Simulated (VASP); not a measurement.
Wanted: the native input for a VASP 6.6.1 run.

```yaml
Task: single point
Functional: LDA
Potentials_or_basis: VASP PAW LDA potentials, release 64 (Zr_sv, C)
Cutoff: 520 eV
k_mesh: 12 × 12 × 12
Occupations: fermi-dirac, width 0.1 eV
Spin: no spin polarisation
Dipole_correction: no
Further_INCAR_settings: ALGO = Normal; EDIFF = 1e-06; NBANDS = 15
```

The structure of ZrC lies in POSCAR:

```
ZrC
1.0
    0.0000000000      2.3208974534      2.3208974534
    2.3208974534      0.0000000000      2.3208974534
    2.3208974534      2.3208974534      0.0000000000
Zr C
1 1
Direct
    0.5000000000      0.5000000000      0.5000000000
    0.0000000000      0.0000000000      0.0000000000
```

The cell isn't the ideal one: cell and atoms relaxed by PAW.

These files were run (other wordings do the same):

INCAR

```
SYSTEM = ZrC
ALGO = Normal
EDIFF = 1E-6
ENCUT = 520
ISIF = 2
ISMEAR = -1
LASPH = .True.
LCHARG = .True.
LELF = .True.
LREAL = .False.
LVHAR = .True.
LWAVE = .False.
NBANDS = 15
NELM = 100
PREC = Accurate
SIGMA = 0.1
```

KPOINTS

```
k-points
0
Gamma
  12 12 12
  0 0 0
```

Potentials or basis: VASP PAW LDA potentials, release 64 (Zr_sv, C).

Command:

```console
$ cat potpaw_LDA.64/Zr_sv/POTCAR potpaw_LDA.64/C/POTCAR > POTCAR
$ mpirun -np 1 vasp_std > vasp.out
```

It gave:

* Pressure: 0.7 GPa
* Band gap on the k mesh: none (metal or under the smearing width)

Run time: 23 s on 1 thread of Intel(R) Xeon(R) Platinum 8488C (Sapphire Rapids) (shared host), peak memory 0.15 GiB.
